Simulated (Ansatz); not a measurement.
# Si: the cost of one run

Program: Ansatz 0.2.0. Level of theory: DFT PBE, scalar-relativistic, plane waves, PAW. These are calculated values, not measurements.

2 further runs of the same task are left out: 2 set aside as unsound or not needed.

### 1 The system as given

Symmetry: I4/mmm, No. 139, tetragonal system. Conventional cell: a = 6.692 Å, b = 6.692 Å, c = 3.861 Å, α = 90.00°, β = 90.00°, γ = 90.00°. Si (site symmetry m2m) is surrounded by 4 Si at 2.36 to 2.39 Å.

Structure file:

```xyz
4
Lattice="-3.3458 3.3458 1.9305 3.3458 -3.3458 1.9305 3.3458 3.3458 -1.9305" Properties=species:S:1:pos:R:3 pbc="T T T"
Si    1.1952    1.1952    0.0000
Si    2.1506    2.1506    1.9305
Si    2.1506   -2.1506    1.9305
Si   -2.1506    2.1506    1.9305
```

It goes back to an entry of the Materials Project, which need not be the stable form.

It is the result of an earlier relaxation at this level (volume 21.61 Å³/atom; gap on the mesh: 0.41 eV).

### 2 Static run: bands, density of states and charges

File input.yaml:

```yaml
crystal:
  lattice:
    - [-3.3457641667, 3.3457641667, 1.9305129974]
    - [3.3457641667, -3.3457641667, 1.9305129974]
    - [3.3457641667, 3.3457641667, -1.9305129974]
  atoms:
    - { symbol: Si, position: [0.1786098828, 0.1786098828, 0.3572197655] }
    - { symbol: Si, position: [0.8213901172, 0.8213901172, 0.6427802345] }
    - { symbol: Si, position: [0.1786098828, 0.8213901172, 0.0] }
    - { symbol: Si, position: [0.8213901172, 0.1786098828, 0.0] }
basis:
  ecutwfc: 420
kpoints:
  mp_grid: { grid: [10, 10, 10] }
  band_path:
    path:
      - [[0.0, 0.0, 0.0], [0.0, 0.0, 0.5], [-0.5, 0.5, 0.5], [0.0, 0.0, 0.0], [0.33323286, 0.33323286, -0.33323286]]
      - [[-0.33323286, 0.66676714, 0.33323286], [-0.5, 0.5, 0.5]]
      - [[0.0, 0.0, 0.5], [0.25, 0.25, 0.25], [0.0, 0.5, 0.0], [0.0, 0.0, 0.0]]
    npoints: 14
hamiltonian:
  xc: pbe
scf:
  occupations: { method: gaussian, width: 0.01 }
  n_extra_bands: 10
output:
  forces: true
  stress: true
  eigenvalues: true
  populations: true
  dos: { projected: true, de: 0.02, nscf_kmesh: { grid: [15, 15, 15] } }
  bader: true
  write_density: true
  write_potential: true
  elf: true
  volumetric_format: npy
```

On the command line:

```sh
$ ansatz run input.yaml --threads 1 --pin off --max-ram 2560MiB --backend cpu --events-out ev --progress --plain --runs-dir out
```

**Question.** How long does this run take on 1 thread of Intel Xeon at 2.50GHz (Skylake/Cascade Lake), shared host, and how much memory does it need?

About 2 min, with a peak of 0.53 GiB.
